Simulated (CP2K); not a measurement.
# BN under changes of volume

One of the cells (6.078 Å³/atom); the others are scaled copies at fixed shape and fractional positions:

```
N B
1.0
     2.58095    0.00000    0.00000
     1.29048    2.23517    0.00000
     1.29048    0.74506    2.10734
N B
1 1
Direct
  0.25000 0.25000 0.25000
  0.00000 0.00000 0.00000
```

The cell is a database's computed one.

| Quantity | Value |
| --- | --- |
| Program | CP2K 2026.2 |
| Functional | LDA |
| Potentials or basis | GTH_POTENTIALS N GTH-PADE-q5, B GTH-PADE-q3; TZVP-MOLOPT-PBE-GTH basis |
| Density cutoff | 6123 eV |
| k mesh | 13 × 13 × 13 |
| Occupations | fermi-dirac, width 0.0259 eV |
| Spin | no spin polarisation |

| volume (Å³/atom) | energy over the lowest point (meV/atom) | pressure (GPa) | gap on the mesh (eV) |
| --- | --- | --- | --- |
| 5.602 | 4.78 | 10.5 | 4.54 |
| 5.721 | 0.00 | 1.6 | 4.51 |
| 6.078 | ? | ? | ? |
| 6.198 | 38.83 | -26.1 | 4.39 |
| 6.317 | 60.25 | -31.5 | 4.37 |

What does the run at 6.078 Å³/atom give?

Energy over the lowest point 21.66 meV/atom; pressure -20.1 GPa; gap on the mesh 4.42 eV.

Worked out: A Birch-Murnaghan fit of order 2 (a polynomial in V^(-2/3)) to the other rows has its minimum at 5.75 Å³/atom with B0 = V·E''(V) = 404 GPa. It gives 21.47 meV/atom at 6.078 Å³/atom, against the run's 21.66, and -dE/dV = -20.1 GPa, against -20.1. A straight line through the other rows of the gap, of slope -1.44 eV per unit of ln V, gives 4.42 eV, against the run's 4.42.

Energies are extrapolated to zero smearing.

Caveats: an odd mesh through Γ misses points on the zone boundary, where band edges often lie; the basis of atomic orbitals isn't converged, which shifts pressures, moduli and gaps.
